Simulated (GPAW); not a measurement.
# AlN (F-43m) in GPAW: notebook

The runs below take AlN through relaxation of cell and atoms, with PBEsol+D3(BJ)+ATM, PBEsol+D4.

All numbers are computed with GPAW 26.7.0; they aren't measurements. Logs are shortened: lines on timing, memory, paths and dates and some standing lists are left out, and cuts for length are marked. The log counts tension as positive stress, the text compression.

## 1. Starting point

It takes space group F-43m (No. 216, cubic). Conventional cell: a = 4.368 Å, b = 4.368 Å, c = 4.368 Å, α = 90.00°, β = 90.00°, γ = 90.00°. Al (site symmetry -43m) has 4 N at 1.89 Å as nearest neighbours. Around N (site symmetry -43m) lie 4 Al at 1.89 Å.

Measurements of this composition are mostly on another form, of space group No. 186.

## 2. Relaxation of cell and atoms, PBEsol+D3(BJ)+ATM

File run.py:

```python
from ase import Atoms
from ase.calculators.mixing import SumCalculator
from ase.filters import FrechetCellFilter
from ase.io import write
from ase.optimize import BFGS
from dftd3.ase import DFTD3
from gpaw import GPAW, PW, setup_paths

setup_paths.insert(0, '.')

atoms = Atoms(['Al', 'N'],
              cell=[[0.0, 2.1839935596, 2.1839935596],
                    [2.1839935596, 0.0, 2.1839935596],
                    [2.1839935596, 2.1839935596, 0.0]],
              scaled_positions=[[0.0, 0.0, 0.0],
                                [0.25, 0.25, 0.25]],
              pbc=True)

calc = GPAW(mode=PW(800),
            xc='PBEsol',
            kpts={'size': (10, 10, 10), 'gamma': True},
            occupations={'name': 'fermi-dirac', 'width': 0.05},
            nbands=11,
            convergence={'density': 1e-05, 'forces': 0.0001},
            maxiter=150,
            txt='gpaw.txt')
atoms.calc = SumCalculator([calc, DFTD3(damping='d3bj', params_tweaks=dict(method='pbesol', atm=True))])
opt = BFGS(FrechetCellFilter(atoms), trajectory='relax.traj', logfile='-')
done = opt.run(fmax=0.02, steps=60)
calc.write('gs.gpw')
write('result.traj', atoms)
print('Converged:', done)
print('Cell:', atoms.cell.cellpar().round(4))
print('Volume:', round(atoms.get_volume(), 4))
print(atoms.get_scaled_positions().round(5))
```

Potentials or basis: PAW data sets generated in the run's folder for this functional, pw.

Launch:

```console
> gpaw-setup -f PBEsol Al N
> OMP_NUM_THREADS=1 python run.py
```

gpaw.txt:

```text
__  _  _
 | _ |_)|_||  |
 |__||  | ||/\| - 26.7.0

Input parameters:
  mode=PW(ecut=800.0),
  convergence={'density': 1e-05, 'forces': 0.0001},
  kpts=MonkhorstPack(size=(10, 10, 10), gamma=True),
  maxiter=150,
  nbands=11,
  occupations=Occupations(name='fermi-dirac', width=0.05),
  xc=XC(name='PBEsol')

Diagonalizing LCAO Hamiltonian
Converting LCAO to pw mode

           N
       Al

Atoms  # Å, Bohr magnetons
|   | symbol |        x |        y |        z |    initial magnetic moments |
|---|--------|----------|----------|----------|-----------------------------|
| 0 |     Al | 0.000000 | 0.000000 | 0.000000 | ( 0.0000,  0.0000,  0.0000) |
| 1 |      N | 1.091997 | 1.091997 | 1.091997 | ( 0.0000,  0.0000,  0.0000) |

Unit cell  # Å
| periodic |        x |        y |        z |  lengths |    angles |
|----------|----------|----------|----------|----------|-----------|
|      yes | 0.000000 | 2.183994 | 2.183994 | 3.088633 | 60.000000 |
|      yes | 2.183994 | 0.000000 | 2.183994 | 3.088633 | 60.000000 |
|      yes | 2.183994 | 2.183994 | 0.000000 | 3.088633 | 60.000000 |

Number of symmetries: 24
Symmetry operations  # r_c * U_cc + t_c -> r_c
|    | kind |            matrix            |
|----|------|------------------------------|
|  0 |  E   |  1, 0, 0,  0, 1, 0,  0, 0, 1 |
|  1 |  σ   |  1, 0, 0,  0, 0, 1,  0, 1, 0 |
|  2 |  σ   |  1, 0,-1,  0, 1,-1,  0, 0,-1 |
|  3 |  C3  |  1, 0,-1,  0, 0,-1,  0, 1,-1 |
|  4 |  C3  |  1,-1, 0,  0,-1, 1,  0,-1, 0 |
|  5 |  σ   |  1,-1, 0,  0,-1, 0,  0,-1, 1 |
|  6 |  σ   |  0, 1, 0,  1, 0, 0,  0, 0, 1 |
|  7 |  C3  |  0, 1, 0,  0, 0, 1,  1, 0, 0 |
|  8 |  C2  |  0, 1,-1,  1, 0,-1,  0, 0,-1 |
[... 148 lines left out ...]
SCF iterations
|iter     | |      energy | eigst |  dens |force |
|---------|-|-------------|-------|-------|------|
|iter:   1| |  -17.551470 | -0.26 |       |      |
|iter:   2| |  -17.045434 | -2.26 | -0.56 |      |
|iter:   3| |  -15.576008 | -0.95 | -0.61 |      |
|iter:   4| |  -15.577765 | -3.06 | -1.26 |      |
|iter:   5| |  -15.580131 | -3.49 | -1.56 |      |
|iter:   6| |  -15.580171c| -5.80 | -2.80 |      |
|iter:   7| |  -15.580179c| -6.46 | -3.18 |      |
|iter:   8| |  -15.580179c| -7.57c| -4.49 |      |
|iter:   9| |  -15.580179c| -8.54c| -5.09c|      |
|iter:  10| |  -15.580179c| -9.73c| -6.03c|-15.75c|

Converged in 10 steps
Energy contributions relative to reference atoms: (reference = -8066.097817)

Energy contributions:
  Kinetic:          18.327493
  Coulomb:         -16.017763
  Zero:              0.078940
  External:          0.000000
  Xc:              -17.968849
  Entropy:          -0.000000
  Spinorbit:         0.000000
  ----------------------------
  Free energy:     -15.580179
  Extrapolated:    -15.580179
[... 26 lines left out ...]
Stress tensor  # eV/Ang^3
|         x |         y |         z |
[... 35 lines left out ...]
|  2 |  σ   |  1, 0,-1,  0, 1,-1,  0, 0,-1 |
|  3 |  C3  |  1, 0,-1,  0, 0,-1,  0, 1,-1 |
|  4 |  C3  |  1,-1, 0,  0,-1, 1,  0,-1, 0 |
|  5 |  σ   |  1,-1, 0,  0,-1, 0,  0,-1, 1 |
|  6 |  σ   |  0, 1, 0,  1, 0, 0,  0, 0, 1 |
|  7 |  C3  |  0, 1, 0,  0, 0, 1,  1, 0, 0 |
|  8 |  C2  |  0, 1,-1,  1, 0,-1,  0, 0,-1 |
[... 148 lines left out ...]
SCF iterations
|iter     | |      energy | eigst |  dens |force |
|---------|-|-------------|-------|-------|------|
|iter:   1| |  -15.579773 | -4.12 |       |      |
|iter:   2| |  -15.579773 | -6.89 | -2.94 |      |
|iter:   3| |  -15.579803c| -5.69 | -2.98 |      |
|iter:   4| |  -15.579811c| -7.59c| -3.48 |      |
|iter:   5| |  -15.579814c| -7.78c| -3.77 |      |
|iter:   6| |  -15.579814c| -8.84c| -4.90 |      |
|iter:   7| |  -15.579814c| -9.09c| -5.32c|      |
|iter:   8| |  -15.579814c|-10.26c| -6.88c|-15.88c|

Converged in 8 steps
Energy contributions relative to reference atoms: (reference = -8066.097817)

Energy contributions:
  Kinetic:          18.441656
  Coulomb:         -16.107952
  Zero:              0.079012
  External:          0.000000
  Xc:              -17.992529
  Entropy:          -0.000000
  Spinorbit:         0.000000
  ----------------------------
  Free energy:     -15.579814
  Extrapolated:    -15.579814
[... 26 lines left out ...]
Stress tensor  # eV/Ang^3
|         x |         y |         z |
|-----------|-----------|-----------|
| -0.015278 | -0.000000 | -0.000000 |
| -0.000000 | -0.015278 |  0.000000 |
| -0.000000 |  0.000000 | -0.015278 |

Forces  # eV/Ang
|       x |       y |       z |
|---------|---------|---------|
| 0.00000 | 0.00000 | 0.00000 |  # Al   0
| 0.00000 | 0.00000 | 0.00000 |  # N    1

Interpolating wave functions to new cell

           N
       Al

Atoms  # Å, Bohr magnetons
|   | symbol |        x |        y |        z |    initial magnetic moments |
|---|--------|----------|----------|----------|-----------------------------|
| 0 |     Al | 0.000000 | 0.000000 | 0.000000 | ( 0.0000,  0.0000,  0.0000) |
| 1 |      N | 1.090638 | 1.090638 | 1.090638 | ( 0.0000,  0.0000,  0.0000) |

Unit cell  # Å
| periodic |        x |        y |        z |  lengths |    angles |
|----------|----------|----------|----------|----------|-----------|
|      yes | 0.000000 | 2.181275 | 2.181275 | 3.084789 | 60.000000 |
|      yes | 2.181275 | 0.000000 | 2.181275 | 3.084789 | 60.000000 |
|      yes | 2.181275 | 2.181275 | 0.000000 | 3.084789 | 60.000000 |

Number of symmetries: 24
Symmetry operations  # r_c * U_cc + t_c -> r_c
|    | kind |            matrix            |
|----|------|------------------------------|
|  0 |  E   |  1, 0, 0,  0, 1, 0,  0, 0, 1 |
|  1 |  σ   |  1, 0, 0,  0, 0, 1,  0, 1, 0 |
|  2 |  σ   |  1, 0,-1,  0, 1,-1,  0, 0,-1 |
|  3 |  C3  |  1, 0,-1,  0, 0,-1,  0, 1,-1 |
|  4 |  C3  |  1,-1, 0,  0,-1, 1,  0,-1, 0 |
|  5 |  σ   |  1,-1, 0,  0,-1, 0,  0,-1, 1 |
|  6 |  σ   |  0, 1, 0,  1, 0, 0,  0, 0, 1 |
|  7 |  C3  |  0, 1, 0,  0, 0, 1,  1, 0, 0 |
|  8 |  C2  |  0, 1,-1,  1, 0,-1,  0, 0,-1 |
[... 148 lines left out ...]
SCF iterations
|iter     | |      energy | eigst |  dens |force |
|---------|-|-------------|-------|-------|------|
|iter:   1| |  -15.578642 | -3.36 |       |      |
|iter:   2| |  -15.578608 | -6.11 | -2.68 |      |
|iter:   3| |  -15.578536c| -4.96 | -2.73 |      |
|iter:   4| |  -15.578544c| -7.04 | -3.37 |      |
|iter:   5| |  -15.578547c| -7.12 | -3.67 |      |
|iter:   6| |  -15.578547c| -8.22c| -4.77 |      |
|iter:   7| |  -15.578547c| -8.55c| -5.21c|      |
|iter:   8| |  -15.578547c| -9.68c| -6.64c|-15.95c|

Converged in 8 steps
Energy contributions relative to reference atoms: (reference = -8066.097817)

Energy contributions:
  Kinetic:          18.714176
  Coulomb:         -16.322058
  Zero:              0.078719
  External:          0.000000
  Xc:              -18.049384
  Entropy:          -0.000000
  Spinorbit:         0.000000
  ----------------------------
  Free energy:     -15.578547
  Extrapolated:    -15.578547
[... 26 lines left out ...]
Stress tensor  # eV/Ang^3
|         x |         y |         z |
|-----------|-----------|-----------|
| -0.018768 | -0.000000 |  0.000000 |
| -0.000000 | -0.018768 |  0.000000 |
|  0.000000 |  0.000000 | -0.018768 |

Forces  # eV/Ang
|        x |        y |        z |
|----------|----------|----------|
| -0.00000 | -0.00000 | -0.00000 |  # Al   0
|  0.00000 |  0.00000 | -0.00000 |  # N    1

# Writing to gs.gpw (mode='')
```

It took 33 s on 1 thread of Arm Neoverse V2, shared host; peak memory 0.19 GiB.

Results:

| Item | Value |
| --- | --- |
| Free energy | -15.9971 eV |
| Relaxed volume | 10.38 Å³/atom |
| Relaxed cell | a = 3.085 Å, b = 3.085 Å, c = 3.085 Å, α = 60.00°, β = 60.00°, γ = 60.00° |
| Space group after relaxing (to 0.05 Å) | F-43m (No. 216) |
| Energy gained by relaxing | -0.1 meV/atom |
| Ionic steps | 3 |
| Pressure after relaxing | 0.0 GPa |
| Band gap on the k mesh | 3.18 eV, indirect (least direct gap 4.18 eV) |
| Dispersion energy per atom | -0.209 eV |

The path:
| step | energy change (eV) | largest force (eV/Å) | pressure (GPa) | volume (Å³) |
| --- | --- | --- | --- | --- |
| 1 | 0.0000 | 0.0000 | -0.79 | 20.83 |
| 2 | -0.0001 | 0.0000 | -0.56 | 20.81 |
| 3 | 0.0002 | 0.0000 | -0.01 | 20.76 |

Final structure:
```
Al N
1.0
     0.00000    2.18128    2.18128
     2.18128    0.00000    2.18128
     2.18128    2.18128    0.00000
Al N
1 1
Direct
  0.00000 0.00000 0.00000
  0.25000 0.25000 0.25000
```

Caveat: later steps reuse the first step's grids.

## 3. Relaxation of cell and atoms, PBEsol+D4

run.py, as its differences from that of step 2:

```diff
@@ -5,3 +5,3 @@
 from ase.optimize import BFGS
-from dftd3.ase import DFTD3
+from dftd4.ase import DFTD4
 from gpaw import GPAW, PW, setup_paths
@@ -26,3 +26,3 @@
             txt='gpaw.txt')
-atoms.calc = SumCalculator([calc, DFTD3(damping='d3bj', params_tweaks=dict(method='pbesol', atm=True))])
+atoms.calc = SumCalculator([calc, DFTD4(method='pbesol')])
 opt = BFGS(FrechetCellFilter(atoms), trajectory='relax.traj', logfile='-')
```

Potentials or basis: PAW data sets generated in the run's folder for this functional, pw.

Launch:

```console
> gpaw-setup -f PBEsol Al N
> OMP_NUM_THREADS=1 python run.py
```

It took 44 s on 1 thread of Arm Neoverse V2, shared host; peak memory 0.21 GiB.

It converged, with:

```
Free energy                            : -15.9285 eV
Relaxed volume                         : 10.41 Å³/atom
Relaxed cell                           : a = 3.088 Å, b = 3.088 Å, c = 3.088 Å, α = 60.00°, β = 60.00°, γ = 60.00°
Space group after relaxing (to 0.05 Å) : F-43m (No. 216)
Energy gained by relaxing              : 0.0 meV/atom
Ionic steps                            : 2
Pressure after relaxing                : -0.3 GPa
Band gap on the k mesh                 : 3.18 eV, indirect (least direct gap 4.15 eV)
Dispersion energy per atom             : -0.174 eV
```

Final structure:
```xyz
2
Lattice="0.0000 2.1836 2.1836 2.1836 0.0000 2.1836 2.1836 2.1836 0.0000" Properties=species:S:1:pos:R:3 pbc="T T T"
Al    0.0000    0.0000    0.0000
N     1.0918    1.0918    1.0918
```

Levels at points of the mesh, in eV from the valence-band top:
| k point | band 1 | band 2 | band 3 | band 4 | band 5 | band 6 | band 7 |
| --- | --- | --- | --- | --- | --- | --- | --- |
| (0.00, 0.00, 0.00) | -14.97 | 0.00 | 0.00 | 0.00 | 4.15 | 12.46 | 12.46 |
| (0.50, 0.00, 0.00) | -12.88 | -5.93 | -0.49 | -0.49 | 7.29 | 9.78 | 11.03 |
| (0.50, 0.50, 0.00) | -12.23 | -4.96 | -1.80 | -1.80 | 3.18 | 8.48 | 13.88 |
| (0.50, 0.50, 0.50) | -12.88 | -5.93 | -0.49 | -0.49 | 7.29 | 9.78 | 11.03 |

Caveat: later steps reuse the first step's grids. Expect the measured gap to be larger: semilocal functionals such as PBEsol lack the derivative discontinuity.
